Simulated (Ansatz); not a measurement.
Relaxed MgF$_{2}$ (rutile):

```yaml
crystal:
  lattice:
    - [9.39675, 0.00000, 0.00000]
    - [4.69838, 4.69838, 0.00000]
    - [0.00000, 0.00000, 3.09284]
  atoms:
    - { symbol: Mg, position: [0.00000, 0.00000, 0.00000] }
    - { symbol: Mg, position: [0.50000, 0.00000, 0.00000] }
    - { symbol: Mg, position: [0.00000, 0.50000, 0.50000] }
    - { symbol: Mg, position: [0.50000, 0.50000, 0.50000] }
    - { symbol: F, position: [0.00000, 0.30358, 0.00000] }
    - { symbol: F, position: [0.50000, 0.30358, 0.00000] }
    - { symbol: F, position: [0.30358, 0.19642, 0.50000] }
    - { symbol: F, position: [0.80358, 0.19642, 0.50000] }
    - { symbol: F, position: [0.69642, 0.80358, 0.50000] }
    - { symbol: F, position: [0.19642, 0.80358, 0.50000] }
    - { symbol: F, position: [0.00000, 0.69642, 0.00000] }
    - { symbol: F, position: [0.50000, 0.69642, 0.00000] }
```

A phonon eigenvector at M = (0.5, 0.5, 0.0) is frozen into this cell: atom i moves by Q times the vector below, so Q is the largest atomic displacement, in Å. The cell is held. It is one choice among 2 degenerate patterns. (q is in reciprocal vectors of the primitive cell; the cell shown is doubled to hold the pattern.)

```
atom       x       y      z
----  ------  ------  -----
Mg1   -0.717  -0.697  0.000
Mg2    0.717   0.697  0.000
Mg3   -0.041  -0.171  0.000
Mg4    0.041   0.171  0.000
F5     0.580   0.587  0.000
F6    -0.580  -0.587  0.000
F7    -0.093   0.014  0.000
F8     0.093  -0.014  0.000
F9    -0.093   0.014  0.000
F10    0.093  -0.014  0.000
F11    0.580   0.587  0.000
F12   -0.580  -0.587  0.000
```

All values below come from PBE (plane waves to 420 eV, PAW, scalar-relativistic; Ansatz, a first-principles code). k mesh 7×7×11 (Γ-centred), Fermi-Dirac smearing 0.05 eV. MgF2 was relaxed with its symmetry unable to fall. 

| Q (Å) | −dE/dQ from forces (eV/Å) |
|---|---|
| -0.180 | 17.799 |
| -0.150 | 12.899 |
| -0.120 | 9.126 |
| -0.090 | 6.180 |
| -0.060 | 3.815 |
| -0.030 | 1.818 |
| 0.000 | 0.000 |
| 0.030 | -1.818 |
| 0.060 | -3.815 |
| 0.090 | -6.180 |
| 0.120 | -9.126 |
| 0.150 | -12.899 |
| 0.180 | -17.799 |

**Question.** What harmonic wavenumber does the curvature at Q = 0 give?

**Answer.** 398 cm⁻¹. E″ = 59.62 eV/Å², M = Σ mᵢ|uᵢ|² = 102.5 u, ν̃ = 521.5·√(|E″|/M).

(A displaced cell: forces are minus the slopes of the energy, force constants its curvatures, and phonons follow from these.)
